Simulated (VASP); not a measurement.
PbSe (Clausthalite):

```
CELL_PARAMETERS angstrom
0.00000 3.05199 3.05199
3.05199 0.00000 3.05199
3.05199 3.05199 0.00000
ATOMIC_POSITIONS crystal
Pb 0.00000 0.00000 0.00000
Se 0.50000 0.50000 0.50000
```

Base run:

| Quantity | Value |
| --- | --- |
| Program | VASP 6.6.1 |
| Functional | PBE0 |
| Potentials or basis | VASP PAW PBE potentials, release 64 (Pb_d, Se) |
| Cutoff | 520 eV |
| k mesh | 6 × 6 × 6 |
| Occupations | gaussian, width 0.03 eV |
| Spin | no spin polarisation |

Its results: band gap on the k mesh 1.21 eV, direct; pressure 1.7 GPa.

The run is repeated on the same cell with these changes: functional from PBE0 to PBE; further incar settings from ALGO = Normal; EDIFF = 1e-06; NBANDS = 17 to ALGO = Fast; EDIFF = 1e-06; NBANDS = 17. What comes out?

Band gap on the k mesh 0.26 eV, direct; pressure 2.9 GPa.

Caveats: spin-orbit coupling is left out, which as a rule narrows the gap of such compounds by several tenths of an eV; the PAW data sets were made with another functional, which shifts forces and pressure a little (some runs).
